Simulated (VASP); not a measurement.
# MnSi (P2_13) in VASP: notebook, part 2 of 2

VASP 6.6.1.

### Step 3. Relaxation of cell and atoms, r2SCAN, collinear spin, ferromagnetic start

Input file INCAR:

```
PREC     = Accurate       # precision mode
ENCUT    = 600            # plane-wave cutoff, eV
EDIFF    = 1E-6           # SCF threshold, eV
ISMEAR   = 1              # smearing method
SIGMA    = 0.1            # smearing width, eV
LREAL    = False          # projectors in reciprocal space
LASPH    = True           # aspherical terms in the spheres
NELM     = 150            # most SCF steps
ALGO     = Normal         # electronic algorithm
ISIF     = 3              # what is computed and relaxed
LWAVE    = False          # write WAVECAR
LCHARG   = False          # write CHGCAR
ISPIN    = 2              # spin polarisation
MAGMOM   = 3.5 3.5 3.5 3.5 0 0 0 0 # initial moments
LORBIT   = 11             # projections on sites
LMAXMIX  = 4              # l up to which the mixer works
METAGGA  = R2SCAN         # meta-GGA
LMIXTAU  = True         
IBRION   = 2              # ionic algorithm
NSW      = 90             # ionic steps
EDIFFG   = -0.01          # ionic threshold
AMIX     = 0.2          
BMIX     = 1E-4         
AMIX_MAG = 0.8          
BMIX_MAG = 1E-4         
KPAR     = 4
```

Input file KPOINTS:

```
regular mesh
0
Gamma
  8 8 8
```

Input file POSCAR:

```
MnSi
1.0
    4.5480000000      0.0000000000      0.0000000000
    0.0000000000      4.5480000000      0.0000000000
    0.0000000000      0.0000000000      4.5480000000
Mn Si
4 4
Direct
    0.1380000000      0.1380000000      0.1380000000
    0.3620000000      0.8620000000      0.6380000000
    0.6380000000      0.3620000000      0.8620000000
    0.8620000000      0.6380000000      0.3620000000
    0.8460000000      0.8460000000      0.8460000000
    0.6540000000      0.1540000000      0.3460000000
    0.3460000000      0.6540000000      0.1540000000
    0.1540000000      0.3460000000      0.6540000000
```

Potentials or basis: VASP PAW PBE potentials, release 64 (Mn_pv, Si).

Started as:

```bash
cat potpaw_PBE.64/Mn_pv/POTCAR potpaw_PBE.64/Si/POTCAR > POTCAR
mpirun -np 4 vasp_std > vasp.out
```

OUTCAR:

```text
PREC = Accurate
   ENCUT = 600
   EDIFF = 1E-6
   ISMEAR = 1
   LREAL = False
   LASPH = True
   NELM = 150
   ISIF = 3
   ISPIN = 2
   LORBIT = 11
   METAGGA = R2SCAN
   IBRION = 2
   NSW = 90
   EDIFFG = -0.01
   AMIX = 0.2
   AMIX_MAG = 0.8

 ion  position               nearest neighbor table
   1  0.138  0.138  0.138-   5 2.30   6 2.40   7 2.40   8 2.40   7 2.53   8 2.53   6 2.53   3 2.79
                             4 2.79   2 2.79   2 2.79   4 2.79   3 2.79
   2  0.362  0.862  0.638-   6 2.30   5 2.40   7 2.40   8 2.40   7 2.53   8 2.53   5 2.53   1 2.79
                             1 2.79   3 2.79   3 2.79   4 2.79   4 2.79
   3  0.638  0.362  0.862-   7 2.30   6 2.40   5 2.40   8 2.40   8 2.53   6 2.53   5 2.53   1 2.79
                             4 2.79   2 2.79   2 2.79   4 2.79   1 2.79
   4  0.862  0.638  0.362-   8 2.30   6 2.40   7 2.40   5 2.40   6 2.53   5 2.53   7 2.53   1 2.79
                             3 2.79   2 2.79   1 2.79   2 2.79   3 2.79
[... 2947 lines left out ...]
  Total       -0.0239180     -0.0239180     -0.0239180     -0.0000000      0.0000000      0.0000000
  in kB       -0.4050221     -0.4050221     -0.4050221     -0.0000000      0.0000000      0.0000000
  external PRESSURE =      -0.4050221 kB  Pullay stress =       0.0000000 kB
[... 23 lines left out ...]
  FREE ENERGIE OF THE ION-ELECTRON SYSTEM (eV)
  ---------------------------------------------------
  free  energy   TOTEN  =       -96.9767862746 eV

  energy  without entropy=      -96.9750468584  energy(sigma->0) =      -96.97620647

 reached required accuracy - stopping structural energy minimisation

 total charge

# of ion       s       p       d       tot
------------------------------------------
    1        0.352   6.385   5.228  11.965
    2        0.352   6.385   5.228  11.965
    3        0.352   6.385   5.228  11.965
    4        0.352   6.385   5.228  11.965
    5        0.734   0.914   0.000   1.648
    6        0.734   0.914   0.000   1.648
    7        0.734   0.914   0.000   1.648
    8        0.734   0.914   0.000   1.648
--------------------------------------------------
tot          4.344  29.198  20.911  54.454

 magnetization (x)

# of ion       s       p       d       tot
------------------------------------------
    1       -0.001   0.003   2.267   2.270
    2       -0.001   0.003   2.267   2.270
    3       -0.001   0.003   2.267   2.270
    4       -0.001   0.003   2.267   2.270
    5       -0.037  -0.099   0.000  -0.136
    6       -0.037  -0.099   0.000  -0.136
    7       -0.037  -0.099   0.000  -0.136
    8       -0.037  -0.099   0.000  -0.136
--------------------------------------------------
tot         -0.150  -0.383   9.068   8.535
```

CONTCAR:

```text
MnSi
   1.00000000000000
     4.5567165222011443    0.0000000000000000   -0.0000000000000000
    -0.0000000000000000    4.5567165222011443    0.0000000000000000
     0.0000000000000000    0.0000000000000000    4.5567165222011443
  Mn              Si
     4     4
Direct
     0.1393859674530909    0.1393859674530909    0.1393859674530909
     0.3606140325469090    0.8606140325469089    0.6393859674530911
     0.6393859674530911    0.3606140325469090    0.8606140325469089
     0.8606140325469089    0.6393859674530911    0.3606140325469090
     0.8452531698333363    0.8452531698333363    0.8452531698333363
     0.6547468301666637    0.1547468301666637    0.3452531698333363
     0.3452531698333363    0.6547468301666637    0.1547468301666637
     0.1547468301666637    0.3452531698333363    0.6547468301666637

  0.00000000E+00  0.00000000E+00  0.00000000E+00
  0.00000000E+00  0.00000000E+00  0.00000000E+00
  0.00000000E+00  0.00000000E+00  0.00000000E+00
  0.00000000E+00  0.00000000E+00  0.00000000E+00
  0.00000000E+00  0.00000000E+00  0.00000000E+00
  0.00000000E+00  0.00000000E+00  0.00000000E+00
  0.00000000E+00  0.00000000E+00  0.00000000E+00
  0.00000000E+00  0.00000000E+00  0.00000000E+00
```

It took 23 min on 4 MPI ranks of AMD EPYC 9R45 (Zen 5), shared host; peak memory 0.48 GiB.

Results:

| Item | Value |
| --- | --- |
| Free energy | -96.9768 eV |
| Relaxed volume | 11.83 Å³/atom |
| Relaxed cell | a = 4.557 Å, b = 4.557 Å, c = 4.557 Å, α = 90.00°, β = 90.00°, γ = 90.00° |
| Space group after relaxing (to 0.05 Å) | P2_13 (No. 198) |
| Energy gained by relaxing | 0.9 meV/atom |
| Ionic steps | 9 |
| Pressure after relaxing | 0.0 GPa |
| Largest force after relaxing | 0.007 eV/Å |
| Band gap on the k mesh | none (metal or under the smearing width) |
| Net moment | 8.11 μB per cell |
| Site moments | Mn +2.27; Si -0.14 μB |
| Valence electrons inside the program's atomic spheres | Mn 11.96; Si 1.65 |

Forces in eV/Å, atoms in the order of the input:
```
Mn   0.000  0.000  0.000
Mn   0.000  0.000  0.000
Mn   0.000  0.000  0.000
Mn   0.000  0.000  0.000
Si   0.004  0.004  0.004
Si  -0.004 -0.004  0.004
Si   0.004 -0.004 -0.004
Si  -0.004  0.004 -0.004
```

Step by step:
```csv
step,energy change (eV),largest force (eV/Å),pressure (GPa),volume (Å³)
1,0.0000,0.1779,1.24,94.07
2,-0.0042,0.0214,-1.33,95.32
3,-0.0058,0.0677,-0.51,94.89
4,-0.0058,0.0716,-0.43,94.86
5,-0.0071,0.0149,-0.03,94.62
6,-0.0070,0.0153,0.07,94.58
7,-0.0071,0.0117,0.00,94.60
8,-0.0071,0.0129,0.03,94.60
9,-0.0071,0.0065,-0.04,94.61
```

Final structure:
```xyz
8
Lattice="4.5567 0.0000 0.0000 0.0000 4.5567 0.0000 0.0000 0.0000 4.5567" Properties=species:S:1:pos:R:3 pbc="T T T"
Mn    0.6351    0.6351    0.6351
Mn    1.6432    3.9216    2.9135
Mn    2.9135    1.6432    3.9216
Mn    3.9216    2.9135    1.6432
Si    3.8516    3.8516    3.8516
Si    2.9835    0.7051    1.5732
Si    1.5732    2.9835    0.7051
Si    0.7051    1.5732    2.9835
```

Caveat: the PAW data sets were made with another functional, which shifts forces and pressure a little. Zero-point motion and thermal expansion aren't in these numbers.

### Step 4. Relaxation of cell and atoms, r2SCAN, collinear spin, ferromagnetic start

This run uses another cell than the first one, of 11.83 Å³/atom, 1.006 times its volume.

Edit INCAR of step 3 so:

```diff
@@ -2,3 +2,3 @@
 ENCUT    = 600            # plane-wave cutoff, eV
-EDIFF    = 1E-6           # SCF threshold, eV
+EDIFF    = 1E-7           # SCF threshold, eV
 ISMEAR   = 1              # smearing method
@@ -20,3 +20,3 @@
 NSW      = 90             # ionic steps
-EDIFFG   = -0.01          # ionic threshold
+EDIFFG   = -0.005         # ionic threshold
 AMIX     = 0.2
```

KPOINTS is that of step 3.

Input file POSCAR:

```
MnSi                                    
1.0
    4.5567165222      0.0000000000     -0.0000000000
   -0.0000000000      4.5567165222      0.0000000000
    0.0000000000      0.0000000000      4.5567165222
  Mn              Si            
     4     4
Direct
     0.1393859674530909    0.1393859674530909    0.1393859674530909
     0.3606140325469090    0.8606140325469089    0.6393859674530911
     0.6393859674530911    0.3606140325469090    0.8606140325469089
     0.8606140325469089    0.6393859674530911    0.3606140325469090
     0.8452531698333363    0.8452531698333363    0.8452531698333363
     0.6547468301666637    0.1547468301666637    0.3452531698333363
     0.3452531698333363    0.6547468301666637    0.1547468301666637
     0.1547468301666637    0.3452531698333363    0.6547468301666637
```

Started as:

```bash
cat potpaw_PBE.64/Mn_pv/POTCAR potpaw_PBE.64/Si/POTCAR > POTCAR
mpirun -np 4 vasp_std > vasp.out
```

Run time: 8.6 min. Hardware: 4 MPI ranks of AMD EPYC 9R45 (Zen 5), shared host; peak memory 0.48 GiB.

The run converged. Its results:

- Free energy: -96.9772 eV
- Relaxed volume: 11.82 Å³/atom
- Relaxed cell: a = 4.556 Å, b = 4.556 Å, c = 4.556 Å, α = 90.00°, β = 90.00°, γ = 90.00°
- Space group after relaxing (to 0.05 Å): P2_13 (No. 198)
- Energy gained by relaxing: 0.0 meV/atom
- Ionic steps: 2
- Pressure after relaxing: 0.0 GPa
- Band gap on the k mesh: none (metal or under the smearing width)
- Net moment: 8.10 μB per cell
- Site moments: Mn +2.27; Si -0.14 μB
- Valence electrons inside the program's atomic spheres: Mn 11.97; Si 1.65

Final structure:
```cif
data_structure
_symmetry_space_group_name_H-M 'P 1'
_symmetry_Int_Tables_number 1
_cell_length_a 4.5563
_cell_length_b 4.5563
_cell_length_c 4.5563
_cell_angle_alpha 90.000
_cell_angle_beta 90.000
_cell_angle_gamma 90.000
_cell_volume 94.59
loop_
_atom_site_label
_atom_site_type_symbol
_atom_site_fract_x
_atom_site_fract_y
_atom_site_fract_z
_atom_site_occupancy
Mn1 Mn 0.13938 0.13938 0.13938 1
Mn2 Mn 0.36062 0.86062 0.63938 1
Mn3 Mn 0.63938 0.36062 0.86062 1
Mn4 Mn 0.86062 0.63938 0.36062 1
Si1 Si 0.84529 0.84529 0.84529 1
Si2 Si 0.65471 0.15471 0.34529 1
Si3 Si 0.34529 0.65471 0.15471 1
Si4 Si 0.15471 0.34529 0.65471 1
```

Levels at points of the mesh, in eV from the Fermi level:
Spin up:
```tsv
k point	band 36	band 37	band 38	band 39	band 40	band 41
(0.00, 0.00, 0.00)	-1.25	-0.23	-0.23	-0.23	2.53	2.53
(0.50, 0.00, 0.00)	-0.99	-0.73	-0.73	1.03	1.03	1.46
(0.50, 0.50, 0.00)	-1.49	-0.14	-0.14	0.52	0.52	2.12
(0.50, 0.50, 0.50)	-1.64	-0.39	-0.39	-0.39	-0.39	5.35
```
Spin down:
```
           k point  band 28  band 29  band 30  band 31  band 32  band 33
(0.00, 0.00, 0.00)    -1.45    -1.34    -1.34    -1.34     1.49     1.49
(0.50, 0.00, 0.00)    -1.46    -0.74    -0.74     0.34     0.34     1.46
(0.50, 0.50, 0.00)    -0.44     0.01     0.01     0.25     0.25     0.50
(0.50, 0.50, 0.50)    -1.47     0.75     0.75     0.75     0.75     1.03
```

Caveat: the PAW data sets were made with another functional, which shifts forces and pressure a little.
